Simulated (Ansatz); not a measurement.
# Is this CaO structure stable?

The cell was reached from a generator's guess, though it ends in a space group that the Crystallography Open Database lists for this formula.

Theory: DFT PBE, scalar-relativistic, plane waves, PAW in Ansatz 0.2.0. Cutoff 420 eV, Γ-centred 8×8×8 mesh (2-atom cell), Gaussian smearing of 0.02 eV, no spin polarisation.

```xyz
2
Lattice="0.0000 2.4156 2.4156 2.4156 0.0000 2.4156 2.4156 2.4156 0.0000" Properties=species:S:1:pos:R:3 pbc="T T T"
Ca    0.0000    0.0000    0.0000
O     2.4156    2.4156    2.4156
```

The zero of energy is the elements' standard structures at the same level (O₂ as a molecule); no fitted shifts are applied.

Task: These tests were run: energy against the elements; random kick, then relaxation without symmetry; phonons on a 4×4×4 q mesh. What do they show?

Result:

```tsv
test	result
energy against the elements	−2.947 eV/atom
random kick, then relaxation without symmetry	returns
phonons on a 4×4×4 q mesh	no imaginary mode on the mesh
```

It fails none of these tests. Whether a mixture of other phases lies lower isn't tested here.

The kick test ran on a coarse mesh. The run for the phonons used an 8×8×8 k mesh.
